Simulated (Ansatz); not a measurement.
# TiC (NiAs type): the cost of one run

Program: Ansatz 0.2.0. Level of theory: DFT PBE, with the methods named in each step. These are calculated values, not measurements.

1 further run of the same task is left out (it didn't finish).

## Step 1: The starting structure

The structure is hexagonal, space group P6_3/mmc (No. 194). The conventional cell has a = 3.042 Å, b = 3.042 Å, c = 5.380 Å, α = 90.00°, β = 90.00°, γ = 120.00°. Ti (site symmetry -3m) has 6 C at 2.21 Å as nearest neighbours. C (site symmetry -6m2) has 6 Ti at 2.21 Å as nearest neighbours.

Structure file:

```
Ti C
1.0
     3.04191    0.00000    0.00000
    -1.52095    2.63437    0.00000
     0.00000    0.00000    5.38041
Ti C
2 2
Direct
  0.00000 0.00000 0.00000
  0.00000 0.00000 0.50000
  0.33333 0.66667 0.25000
  0.66667 0.33333 0.75000
```

Whether this phase is the stable one at these pressures isn't tested.

Atoms are numbered in the order of the input: Ti1, Ti2, C3, C4.

## Step 2: The reference volume, LAPW

File input.yaml:

```yaml
crystal:
  lattice:
    - [3.0419084021, 0.0, 0.0]
    - [-1.520954201, 2.6343699522, 0.0]
    - [0.0, 0.0, 5.3804064923]
  atoms:
    - { symbol: Ti, position: [0.0, 0.0, 0.0] }
    - { symbol: Ti, position: [0.0, 0.0, 0.5] }
    - { symbol: C, position: [0.3333333333, 0.6666666667, 0.25] }
    - { symbol: C, position: [0.6666666667, 0.3333333333, 0.75] }
kpoints:
  mp_grid: { grid: [10, 10, 6] }
  band_path:
    path:
      - [0.0, 0.0, 0.0]
      - [0.5, 0.0, 0.0]
      - [0.3333333333, 0.3333333333, 0.0]
      - [0.0, 0.0, 0.0]
      - [0.0, 0.0, 0.5]
      - [0.5, 0.0, 0.5]
      - [0.3333333333, 0.3333333333, 0.5]
      - [0.0, 0.0, 0.5]
      - [0.5, 0.0, 0.5]
    npoints: 14
scf:
  occupations: { method: fermi_dirac, width: 0.05 }
hamiltonian:
  xc: pbe
  pseudopotentials: { kind: all_electron, lapw: { basis_error: 0.001 } }
output:
  forces: true
  stress: true
  eigenvalues: true
  populations: true
  dos: { projected: true, de: 0.2, e_range: [-14, 8] }
```

Command:

```
ansatz run input.yaml --threads 1 --pin off --max-ram 3072MiB --backend cpu --events-out ev --progress --plain --runs-dir out
```

Q: Estimate wall time and peak memory on 1 thread of Intel Xeon Platinum 8488C (Sapphire Rapids), shared host.

About 25 s, with a peak of 0.44 GiB.
